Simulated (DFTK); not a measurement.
**Hf under changes of volume**

One of the cells (23.523 Å³/atom); the others are scaled copies at fixed shape and fractional positions:

```
CELL_PARAMETERS angstrom
-1.80500 1.80500 1.80500
1.80500 -1.80500 1.80500
1.80500 1.80500 -1.80500
ATOMIC_POSITIONS crystal
Hf 0.00000 0.00000 0.00000
```

This isn't the form of Hf at room conditions, which is hcp.

| Quantity | Value |
| --- | --- |
| Program | DFTK 0.8.2 |
| Functional | r2SCAN |
| Potentials or basis | in-house norm-conserving set (r2SCAN, scalar relativistic) |
| Cutoff | 1225 eV |
| k mesh | 6 × 6 × 6 |
| Occupations | fermi-dirac, width 0.05 eV |
| Spin | no spin polarisation |

```tsv
volume (Å³/atom)	energy over the lowest point (meV/atom)	pressure (GPa)
22.112	0.06	1.0
22.582	0.00	-0.9
23.052	5.09	-2.8
23.523	15.40	-4.6
23.993	30.91	-6.3
24.464	51.45	-7.9
24.934	?	?
```

Question: What does the run at 24.934 Å³/atom give?

Answer: Energy over the lowest point 76.71 meV/atom; pressure -9.4 GPa.

Worked out: A Birch-Murnaghan fit of order 3 (a polynomial in V^(-2/3)) to the other rows has its minimum at 22.35 Å³/atom with B0 = V·E''(V) = 84 GPa (rough, since the energies scatter). It gives 76.95 meV/atom at 24.934 Å³/atom, against the run's 76.71, and -dE/dV = -9.5 GPa, against -9.4.

Energies are extrapolated to zero smearing.

Caveats: all runs use coarse meshes.
